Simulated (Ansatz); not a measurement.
Write the native input for Ansatz 0.2.0 that does the following.

```
Task                : relaxation of cell and atoms
Functional          : PBEsol
Potentials or basis : all-electron LAPW, scalar-relativistic
Basis error allowed : 0.001 eV/atom
k mesh              : 11 × 11 × 11
Occupations         : fermi-dirac, width 0.05 eV
Spin                : no spin polarisation
Target pressure     : 5 GPa
```

The system is Au.

```
CELL_PARAMETERS angstrom
-1.65727 1.65727 1.65727
1.65727 -1.65727 1.65727
1.65727 1.65727 -1.65727
ATOMIC_POSITIONS crystal
Au 0.00000 0.00000 0.00000
```

This isn't the form of Au at room conditions, which is fcc.

One way to write it, as run:

input.yaml

```yaml
crystal:
  lattice:
    - [-1.657269, 1.657269, 1.657269]
    - [1.657269, -1.657269, 1.657269]
    - [1.657269, 1.657269, -1.657269]
  atoms:
    - { symbol: Au, position: [0.0, 0.0, 0.0] }
kpoints:
  mp_grid: { grid: [11, 11, 11] }
scf:
  occupations: { method: fermi_dirac, width: 0.05 }
hamiltonian:
  xc: pbesol
  pseudopotentials: { kind: all_electron, lapw: { basis_error: 0.001 } }
output:
  forces: true
  stress: true
relax:
  f_tol: 0.02
  max_steps: 60
  cell: { p_target: 5 }
```

Potentials or basis: all-electron LAPW, scalar-relativistic.

Run with:

```console
$ ansatz run input.yaml --threads 1 --pin off --max-ram 3072MiB --backend cpu --events-out ev --progress --plain --runs-dir out
```

Results of the run:

```json
{
 "Relaxed volume": "16.63 Å³/atom",
 "Relaxed cell": "a = 2.785 Å, b = 2.785 Å, c = 2.785 Å, α = 109.47°, β = 109.47°, γ = 109.47°",
 "Space group after relaxing (to 0.05 Å)": "Im-3m (No. 229)",
 "Energy change on relaxing (the enthalpy is what falls)": "-26.6 meV/atom",
 "Ionic steps": "6",
 "Pressure after relaxing": "5.0 GPa"
}
```

It took 32 s on 1 thread of Arm Neoverse V1, on a shared host, peak memory 0.28 GiB.
